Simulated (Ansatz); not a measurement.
# MoS2 (R3m) in Ansatz: band structure with HF

Aim: the band structure of MoS2 with HF.

Everything below comes from runs of Ansatz 0.2.0. Logs are shortened: lines on timing, memory, paths and dates and some standing lists are left out, and cuts for length are marked.

**1. Starting point**

It takes space group R3m (No. 160, trigonal). The conventional cell has a = 3.160 Å, b = 3.160 Å, c = 18.450 Å, α = 90.00°, β = 90.00°, γ = 120.00°. Mo (site symmetry 3m) is surrounded by 6 S at 2.39 Å. Around S (site symmetry 3m) lie 3 Mo at 2.39 Å. S (site symmetry 3m) has 3 Mo at 2.39 Å as nearest neighbours.

Measurements of this composition are mostly on another form, of space group No. 194.

**2. Band structure, HF**

input.yaml

```yaml
crystal:
  lattice:
    - [1.58, 0.9122134253, 6.15]
    - [-1.58, 0.9122134253, 6.15]
    - [0.0, -1.8244268506, 6.15]
  atoms:
    - { symbol: Mo, position: [0.0, 0.0, 0.0] }
    - { symbol: S, position: [0.417, 0.417, 0.417] }
    - { symbol: S, position: [0.25, 0.25, 0.25] }
hamiltonian:
  xc: hf
  pseudopotentials: { kind: paw }
kpoints:
  mp_grid: { grid: [5, 5, 5] }
  band_path:
    path:
      - [[0.0, 0.0, 0.0], [0.5, 0.0, 0.0], [0.5, 0.181334009, -0.181334009]]
      - [[0.818665991, 0.5, 0.181334009], [0.5, 0.5, 0.5], [0.0, 0.0, 0.0], [0.3406670045, 0.0, -0.3406670045]]
      - [[0.6593329955, 0.3406670045, 0.0], [0.5, 0.5, 0.0], [0.6593329955, 0.6593329955, 0.181334009], [0.5, 0.5, 0.5]]
      - [[0.5, 0.0, 0.0], [0.818665991, 0.3406670045, 0.3406670045]]
    npoints: 4
scf:
  occupations: { method: fermi_dirac, width: 0.05 }
  n_extra_bands: 7
output:
  forces: true
  stress: true
  eigenvalues: true
  fatbands: false
```

Potentials or basis: Ansatz PAW.

Command:

```bash
$ ansatz run input.yaml --threads 2 --pin off --max-ram 5632MiB --backend cpu --events-out ev --progress --plain --runs-dir out
```

Standard output:

```text
Warning: output.stress: scf.convergence.dr2_threshold = 1e-7 eV (the SCF's general default) is looser than the 3e-10 eV advised for a printed stress (1e-10 eV for each atom of the cell: 3). What an SCF threshold leaves in a stress goes as its square root, and in the free energy as the threshold itself, and one threshold admits the most on a small cell: of the crystals measured, under no hybrid functional and no lock of the moments, on runs that ended without the residual-converged pass, on stresses that held no estimate of that error, the worst erred by over 100 MPa in a component at 1e-7 eV an atom and by under 5 at 1e-10. Set scf.convergence.dr2_threshold to 3e-10 eV or tighter. The threshold is an SCF's pass mark: one that does not reach it within its budget of iterations ends unconverged, or closes short of it on a stop that the run arms, and scf.convergence.dr2_threshold's page says what that costs each kind of run
Warning: output.stress: scf.exx.energy_threshold = 1e-6 eV is looser than the 3e-8 eV advised for a stress under a hybrid functional (1e-8 eV for each atom of the cell: 3). Every SCF of the exchange loop can meet its threshold on dr2 while the loop round them stops early: no threshold on dr2 bounds what that leaves in the stress. Set scf.exx.energy_threshold to 3e-8 eV or tighter. The threshold is the loop's pass mark: a loop that does not reach it within its budget of cycles ends unconverged, and scf.exx.energy_threshold's page has the law
Warning: RAYON_NUM_THREADS=2 ignored (pool sized by the plan → 2); use --threads N
basis.fft_grid_basis auto: the FFT boxes are laid along the combinations [[1, 0, -1], [0, 1, -1], [0, 0, 1]] of the cell's own vectors, 3.160, 3.160 and 6.415 Å long. The dense box has 24×24×45 points. Along the cell's own vectors, as sized, it would have 45×45×45, 3.52 times as many. Of the 6 symmetry operations that the crystal satisfies within crystal.symmetry.tolerance (time reversal apart; of a slab, those that keep its plane) the dense box along the cell's own vectors carries 6, and the one as laid loses 4 of those. basis.fft_grid_basis: typed keeps the cell's own vectors: state it where this run's energies or levels are differenced outside the engine with another run's, or held beside a run that keeps those vectors.
scf.n_extra_bands = 7 over 13 filled bands (N_el = 26.0): the run solves 20 bands
Engine: ansatz 0.2.0, aarch64-unknown-linux-gnu
Pseudopotentials: kind: paw
Pseudopotential: Mo, paw, valence charge 14, recommended cutoff 420 eV (normal), Mo.paw.azcp
Pseudopotential: S, paw, valence charge 6, recommended cutoff 420 eV (normal), S.paw.azcp
Functional definition: HF
  exchange = exact_x
  correlation = 0
Crystal: 3 atoms, lattice volume = 53.184 Å³
Basis set: ecut = 420 eV, 1011 PW (Γ), FFT grids on a1−a3, a2−a3, a3
Bands: 20, of which v1, the nominal top of the filled ones, is band 13 counted from 1 (12 counted from 0)
Symmetry: 6 space group operations
Space group: R3m (ITA 160), of the structure as read, at distance tolerance 3.8e-5 Å
k-points: 19 of 125 (time reversal used)
Non-local potential: Mo, projectors of the file, l = 0: 3, l = 1: 2, l = 2: 2, l = 3: 1
Non-local potential: S, projectors of the file, l = 0: 2, l = 1: 2, l = 2: 2
PAW form: soft (Blöchl's): semilocal exchange-correlation on the pseudo side does not see the compensation charge
PAW frozen core: Mo, regenerated for the run's functional, and the local potential with it (the file was generated under x = pbe(κ = 0.804, μ = 0.2195149727645171), c = pbe(β = 0.06672455060314922))
PAW frozen core: S, regenerated for the run's functional, and the local potential with it (the file was generated under x = pbe(κ = 0.804, μ = 0.2195149727645171), c = pbe(β = 0.06672455060314922))
PAW one-centre angular grid: Mo, 590 points (default); XC on 64 Gauss nodes
PAW one-centre angular grid: S, 110 points (default); XC on 64 Gauss nodes
Initial density: superposition of atomic densities (neutral atoms: chi_scale 0, normalization atom), corrected by the library's trained network
Initial wavefunctions: pseudopotential atomic-orbital guess
Functional: x = pbe(κ = 0.804, μ = 0.2195149727645171), c = none, warm-up for x = 0 pbe(κ = 0.804, μ = 0.2195149727645171) + 1 exact, c = none
SCF iter   1: F=—  HF=-6667.826684 eV  |F-HF|=—  |Δ(HF+E_count)|=         —  Δρ=1.31e-2  dr2=2.08e-1  ethr=1.77e-3  ⟨swp⟩=10.4  Hψ=1799  notcnv=0
preconditioner: auto → none  [insulator: Δε(μ)=1.035 eV  Ē_g=10.641 eV  σ=0.050 eV  W_gap=1.00  n_scr=16 (ndim 8)  ℏωp=21.6 eV  f_vac=0.016  D(μ)=0.00/eV (n_scr^D=0)]
SCF iter   2: F=—  HF=-6667.949636 eV  |F-HF|=—  |Δ(HF+E_count)|=   1.23e-1  Δρ=2.54e-2  dr2=1.06e0  ethr=8.01e-4  ⟨swp⟩=4.3  Hψ=1151  notcnv=0  defer=2  recentre
iter 3 solved again at ethr=3.66e-5 eV; its pass at ethr=8.01e-4 eV (dr2=9.51e-3 eV) is discarded
SCF iter   3: F=—  HF=-6667.802499 eV  |F-HF|=—  |Δ(HF+E_count)|=   1.47e-1  Δρ=4.90e-3  dr2=9.67e-3  ethr=3.66e-5  ⟨swp⟩=2.4  Hψ=1704  notcnv=0
SCF iter   4: F=—  HF=-6667.804838 eV  |F-HF|=—  |Δ(HF+E_count)|=   2.34e-3  Δρ=8.07e-4  dr2=1.83e-4  ethr=3.66e-5  ⟨swp⟩=2.5  Hψ=749  notcnv=0
SCF iter   5: F=-6667.804942 eV  HF=-6667.804997 eV  |F-HF|=5.46e-5  |Δ(HF+E_count)|=   1.59e-4  Δρ=2.88e-4  dr2=7.95e-5  ethr=7.05e-7  ⟨swp⟩=3.1  Hψ=791  notcnv=0
SCF 1 stopped early in 5 iterations: F = -6667.804942 eV  dr2 = 7.95e-5
Initial density: handed on by an earlier stage of this run
Initial wavefunctions: those handed on with the density
Functional: x = 0 pbe(κ = 0.804, μ = 0.2195149727645171) + 1 exact, c = none
Frozen-core exchange: fock
SCF iter   1: F=—  HF=-6680.642813 eV  |F-HF|=—  |Δ(HF+E_count)|=         —  Δρ=2.96e-2  dr2=8.53e-1  ethr=3.06e-6  ⟨swp⟩=6.7  Hψ=1884  notcnv=0
preconditioner: auto → none  [insulator: Δε(μ)=5.716 eV  Ē_g=19.570 eV  σ=0.050 eV  W_gap=1.00  n_scr=16 (ndim 8)  ℏωp=21.3 eV  f_vac=0.018  D(μ)=0.00/eV (n_scr^D=0)]
SCF iter   2: F=—  HF=-6680.404626 eV  |F-HF|=—  |Δ(HF+E_count)|=   2.38e-1  Δρ=1.24e-2  dr2=2.53e-1  ethr=3.06e-6  ⟨swp⟩=4.0  Hψ=1374  notcnv=0
[... 33 lines left out ...]
SCF iter   5: F=—  HF=-6680.789016 eV  |F-HF|=—  |Δ(HF+E_count)|=   4.62e-7  Δρ=7.26e-6  dr2=1.35e-7  ethr=1.18e-10  ⟨swp⟩=4.1  Hψ=1103  notcnv=0  defer=1
SCF iter   6: F=—  HF=-6680.789016 eV  |F-HF|=—  |Δ(HF+E_count)|=   9.36e-9  Δρ=5.40e-6  dr2=5.10e-8  ethr=1.18e-10  ⟨swp⟩=3.2  Hψ=912  notcnv=0  defer=1
SCF iter   7: F=—  HF=-6680.789016 eV  |F-HF|=—  |Δ(HF+E_count)|=   1.89e-8  Δρ=2.78e-6  dr2=1.74e-8  ethr=1.18e-10  ⟨swp⟩=3.2  Hψ=796  notcnv=0  defer=1
SCF iter   8: F=—  HF=-6680.789016 eV  |F-HF|=—  |Δ(HF+E_count)|=  9.95e-10  Δρ=4.29e-7  dr2=2.64e-10  ethr=4.99e-11  ⟨swp⟩=3.3  Hψ=857  notcnv=0  defer=1
SCF iter   9: F=-6680.789016 eV  HF=-6680.789016 eV  |F-HF|=1.47e-10  |Δ(HF+E_count)|=  8.19e-11  Δρ=3.02e-7  dr2=2.05e-10  ethr=1.00e-12  ⟨swp⟩=3.0  Hψ=809  notcnv=0
SCF 4 converged in 9 iterations: F = -6680.789016 eV  dr2 = 2.05e-10
  Residual-converged pass: ⟨swp⟩=2.7  Hψ=642  notcnv=0  max |occ|·‖R‖ = 2.8e-7 eV (tolerance 2.8e-7 eV)  dr2=2.05e-10  dr2_onsite=1.72e-12  max |Δocc| = 0.0e0
hybrid outer 3: dexx = +2.845e-5 eV, tail = 9.60e-7 eV, Δε = 7.35e-3 eV (about 2.15e-3 eV left of the loop's levels), ΔF = 2.22e-3 eV/Å (tail 3.24e-3)
Frozen-core exchange: fock
SCF iter   1: F=—  HF=-6680.789018 eV  |F-HF|=—  |Δ(HF+E_count)|=         —  Δρ=1.00e-5  dr2=2.86e-8  ethr=8.96e-9  ⟨swp⟩=4.3  Hψ=917  notcnv=0
SCF iter   2: F=—  HF=-6680.789018 eV  |F-HF|=—  |Δ(HF+E_count)|=   7.89e-9  Δρ=6.07e-6  dr2=1.38e-8  ethr=5.48e-11  ⟨swp⟩=3.2  Hψ=823  notcnv=0  defer=2
SCF iter   3: F=—  HF=-6680.789018 eV  |F-HF|=—  |Δ(HF+E_count)|=   6.85e-9  Δρ=2.87e-6  dr2=6.44e-9  ethr=2.25e-11  ⟨swp⟩=3.2  Hψ=757  notcnv=0  defer=2
SCF iter   4: F=—  HF=-6680.789018 eV  |F-HF|=—  |Δ(HF+E_count)|=   8.99e-9  Δρ=1.68e-6  dr2=7.53e-9  ethr=7.28e-12  ⟨swp⟩=3.2  Hψ=879  notcnv=0  defer=2
SCF iter   5: F=—  HF=-6680.789018 eV  |F-HF|=—  |Δ(HF+E_count)|=   3.34e-9  Δρ=7.55e-7  dr2=9.11e-10  ethr=7.28e-12  ⟨swp⟩=3.2  Hψ=840  notcnv=0  defer=2
SCF iter   6: F=—  HF=-6680.789018 eV  |F-HF|=—  |Δ(HF+E_count)|=   3.42e-9  Δρ=4.08e-7  dr2=2.83e-10  ethr=1.00e-12  ⟨swp⟩=4.0  Hψ=924  notcnv=0
SCF iter   7: F=-6680.789018 eV  HF=-6680.789018 eV  |F-HF|=5.64e-11  |Δ(HF+E_count)|=  1.83e-10  Δρ=2.41e-7  dr2=1.02e-10  ethr=1.00e-12  ⟨swp⟩=3.0  Hψ=704  notcnv=0
SCF 5 converged in 7 iterations: F = -6680.789018 eV  dr2 = 1.02e-10
  Residual-converged pass: ⟨swp⟩=2.7  Hψ=650  notcnv=0  max |occ|·‖R‖ = 2.8e-7 eV (tolerance 2.8e-7 eV)  dr2=1.02e-10  dr2_onsite=9.19e-13  max |Δocc| = 0.0e0
hybrid outer 4: dexx = +2.078e-7 eV, tail = 1.06e-8 eV, Δε = 4.71e-4 eV (about 1.38e-4 eV left of the loop's levels), ΔF = 2.00e-4 eV/Å (tail 3.34e-4)
NSCF: frozen V_eff on 40 k-points
hybrid SCF converged: 4 outer / 36 inner (+5 warm-up), last move |dexx| = 2.08e-7 eV, tail = 1.06e-8 eV
Stability not checked: this state was not tested for a lower state beside it, because the functional holds exact exchange (a hybrid, or Hartree-Fock), whose exchange loop this test does not read (fock_operator; see scf.lower_state_search)
Free energy (F): -6680.789018 eV
Frozen-core exchange: fock
Harris-Foulkes:  -6680.789018 eV  (|F-HF|=5.64e-11)
Internal energy: -6680.789018 eV  (E = F + TS)
E sigma→0 (E₀):  -6680.789018 eV
Fermi energy:    12.348774 eV
--- Per-component energies (eV) ---
  E_band       = -340.373519
  E_kinetic    = 651.443611
  E_local      = -1952.598288  (includes V_loc(G=0)·N_el)
  E_nonlocal   = 189.561049
  E_hartree    = 746.570761
  E_xc         = 0.000000
  E_vxc        = 0.000000  (∫ρ·V_xc dr)
  E_exx        = -301.074474  (= α·E_x^exact, valence–valence)
  E_paw        = -4394.179380  (= ΣΔE_a)
  E_vpaw       = -119.772882  (= ΣTr[D̂ρ^β])
  E_aug_tail   = 0.000032  (compensation charges beyond the density's cutoff)
  E_ewald      = -1618.402598
  E_core_change = -2.109732  (= ΣΔE_core)
  E_smearing   = -0.000000  (= −TS)
  E_closure    = 0.000000  (closes the sum)
  Σ components = -6680.789018   (vs F -6680.789018, Δ=9.09e-13)
--- Forces (eV/Å), atoms counted from 1 ---
  atom   1  Mo     0.00000000     0.00000000     0.11836440
  atom   2  S     -0.00000000    -0.00000000    -0.42244909
  atom   3  S      0.00000000    -0.00000000     0.30401021
  max |Σ_I F_I| component: 7.45e-5 eV/Å
--- Stress (GPa, compression-positive) ---
        5.628613       0.000000       0.000000
        0.000000       5.628613       0.000000
        0.000000       0.000000       3.831217
  P = ⅓ Tr σ = 5.0295 GPa (50.295 kbar)
--- Band table (eV; the first three rows and the last of 19) ---
  k-point 0: bands = ["-68.3203", "-36.7958", "-36.3844", "-36.3844", "-12.3023", "-9.8217", "-1.0631", "4.2909", "4.2909", "6.3473", "6.3473", "7.0369", "7.6033", "17.7700", "17.7700", "18.1434", "18.1434", "21.6425", "24.8453", "24.9811"]
  k-point 1: bands = ["-68.2952", "-36.7436", "-36.6471", "-36.4455", "-11.4699", "-9.5976", "-0.1166", "2.7803", "4.1276", "5.1441", "5.2171", "6.9513", "7.4039", "16.5064", "17.3973", "18.1818", "18.9560", "23.9511", "25.3935", "25.9367"]
  k-point 2: bands = ["-68.2534", "-37.0541", "-36.6563", "-36.5422", "-9.8126", "-9.1661", "-0.1744", "1.5907", "2.0927", "3.8319", "5.7958", "6.5784", "6.9624", "16.8996", "17.0356", "19.6042", "19.9027", "22.4759", "23.4267", "24.3494"]
  k-point 18: bands = ["-68.2952", "-36.7440", "-36.6472", "-36.4453", "-11.1611", "-10.0618", "1.1392", "2.7670", "2.9937", "5.1054", "5.2689", "5.9986", "7.8910", "17.1857", "17.3198", "17.8233", "19.1646", "24.2608", "25.3404", "26.1513"]
```

It took 5 min on 2 threads of Arm Neoverse V1, shared host; peak memory 1.2 GiB.

Results:

| Quantity | Value |
| --- | --- |
| Free energy | -6680.7890 eV |
| Pressure | 5.0 GPa |
| Largest force | 0.422 eV/Å |
| Band gap along the path | 5.04 eV, direct |

Forces in eV/Å, atoms in the order of the input:
```
Mo   0.000  0.000  0.118
S    0.000  0.000 -0.422
S    0.000  0.000  0.304
```

Levels at the corners of the path, in eV from the valence-band top:
```tsv
point	band 11	band 12	band 13	band 14	band 15	band 16
Γ	-3.15	-2.46	-1.89	8.28	8.28	8.65
L	-3.87	-2.68	-2.30	7.59	7.82	10.26
B1	-5.66	-4.52	-0.06	5.11	8.76	9.63
B	-5.66	-4.52	-0.06	5.11	8.76	9.63
Z	-3.09	-3.09	-0.29	8.39	8.39	8.45
Γ	-3.15	-2.46	-1.89	8.28	8.28	8.65
X	-5.55	-4.60	0.00	5.04	8.76	9.60
Q	-5.55	-4.60	0.00	5.04	8.76	9.60
F	-4.66	-2.92	-2.12	7.51	8.02	9.67
P1	-4.47	-2.87	-2.15	7.52	8.02	9.76
Z	-3.09	-3.09	-0.29	8.39	8.39	8.45
L	-3.87	-2.68	-2.30	7.59	7.82	10.26
P	-4.47	-2.87	-2.15	7.52	8.02	9.76
```

Caveat: the k mesh is coarse (spacing up to 0.46 Å⁻¹), so the values aren't converged, least of all with exact exchange; the PAW data sets come from PBE, with cores solved anew for the run's functional, which leaves a small shift of forces and pressure; the thresholds are loose for stress.
